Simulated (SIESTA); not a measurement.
Crystal: RbBr.

```
CELL_PARAMETERS angstrom
0.00000 3.42700 3.42700
3.42700 0.00000 3.42700
3.42700 3.42700 0.00000
ATOMIC_POSITIONS crystal
Rb 0.00000 0.00000 0.00000
Br 0.50000 0.50000 0.50000
```

Base run:

```yaml
Program: SIESTA 5.4.2
Functional: vdW-DF-cx
Potentials_or_basis: PseudoDojo 0.4 standard (PBE files)
Basis: DZP (energy shift 0.003 Ry; two zetas on semicore shells; d shell added on Rb)
Grid_cutoff: 500 Ry
Energy_shift: 0.003 Ry
k_mesh: 7 × 7 × 7
Occupations: fermi-dirac, width 0.05 eV
Spin: no spin polarisation
```

Its results: band gap on the k mesh 4.53 eV, direct; pressure 0.3 GPa.

**Question.** After a change of settings the same cell gave: band gap on the k mesh 4.47 eV, direct; pressure 2.0 GPa. Which change was it?
A. functional from vdW-DF-cx to AM05; potentials or basis from PseudoDojo 0.4 standard (PBE files) to PseudoDojo 0.4 standard (PBEsol files)
B. functional from vdW-DF-cx to BLYP
C. functional from vdW-DF-cx to PBE

**Answer.** B.

Caveats: the potentials were made for another functional, which shifts forces and pressure; the basis of atomic orbitals isn't converged, which shifts pressures, moduli and gaps.
